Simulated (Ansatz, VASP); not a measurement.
## One calculation of NaF, two programs

Contents of INCAR:

```
ALGO = Fast ; EDIFF = 1E-6
ENCUT = 520 ; GGA = PE
ISIF = 2 ; ISMEAR = 0
LASPH = True ; LCHARG = False
LREAL = False ; LWAVE = False
NBANDS = 14 ; NELM = 80
PREC = Accurate ; SIGMA = 0.02
```

The input KPOINTS:

```
k-points
0
Gamma
  8 8 8
```

Contents of POSCAR:

```
NaF
1.0
    2.9789373579      0.0000000000      0.0000000000
    0.0000000000      2.9789373579      0.0000000000
    0.0000000000      0.0000000000      2.9789373579
Na F
1 1
Direct
    0.0000000000      0.0000000000      0.0000000000
    0.5000000000      0.5000000000      0.5000000000
```

Input for Ansatz:

```yaml
crystal:
  lattice:
    - [2.9789373579, 0.0, 0.0]
    - [0.0, 2.9789373579, 0.0]
    - [0.0, 0.0, 2.9789373579]
  atoms:
    - { symbol: Na, position: [0.0, 0.0, 0.0] }
    - { symbol: F, position: [0.5, 0.5, 0.5] }
basis:
  ecutwfc: 420
kpoints:
  mp_grid: { grid: [8, 8, 8] }
hamiltonian:
  xc: pbe
scf:
  occupations: { method: gaussian, width: 0.02 }
output:
  forces: true
  stress: true
  eigenvalues: true
```

Alike in both runs: task single point; functional PBE; k mesh 8 × 8 × 8; occupations gaussian, width 0.02 eV; no spin polarisation.

|  | VASP | Ansatz |
| --- | --- | --- |
| version | VASP 6.6.1 | Ansatz 0.2.0 |
| potentials or method | VASP PAW PBE potentials, release 64 (Na_pv, F) | scalar-relativistic, plane waves, PAW |
| plane-wave cutoff (eV) | 520 | 420 |
| valence electrons in the cell | 14 | 16 |

Ansatz gave:

```
gap on the k mesh at the Fermi level (eV) : 5.03
least direct gap on the mesh (eV)         : 5.29
pressure (GPa)                            : -4.4
```

Q: Which values does VASP return?

A: gap on the k mesh at the Fermi level (eV): 5.01; least direct gap on the mesh (eV): 5.28; pressure (GPa): -4.6.

The two sets of potentials don't hold the same shells in valence.

A k mesh can miss the band edges.
